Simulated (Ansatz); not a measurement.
The system is ZrN.

```
CELL_PARAMETERS angstrom
0.00000 2.30000 2.30000
2.30000 0.00000 2.30000
2.30000 2.30000 0.00000
ATOMIC_POSITIONS crystal
Zr 0.50000 0.50000 0.50000
N 0.00000 0.00000 0.00000
```

```yaml
Program: Ansatz 0.2.0
Task: relaxation of cell and atoms
Functional: revPBE
Dispersion: D4
Potentials_or_basis: all-electron LAPW, scalar-relativistic
Basis_error_allowed: 0.001 eV/atom
k_mesh: 10 × 10 × 10
Occupations: fermi-dirac, width 0.05 eV
Spin: no spin polarisation
```

At the start: volume 12.17 Å³/atom.

Question: How do energy, volume and symmetry change on relaxing?

Answer: Over 5 steps the energy falls by 7.5 meV/atom and the volume is 11.82 Å³/atom (-2.8 %); space group Fm-3m (No. 225, to 0.05 Å).

The path:
```csv
step,energy change (eV),largest force (eV/Å),volume (Å³)
1,0.0000,0.0000,24.33
2,-0.0098,0.0000,23.26
3,-0.0150,0.0000,23.67
4,-0.0150,0.0000,23.65
5,-0.0150,0.0000,23.65
```

Final structure:
```
Zr N
1.0
     0.00000    2.27815    2.27815
     2.27815    0.00000    2.27815
     2.27815    2.27815    0.00000
Zr N
1 1
Direct
  0.50000 0.50000 0.50000
  0.00000 0.00000 0.00000
```
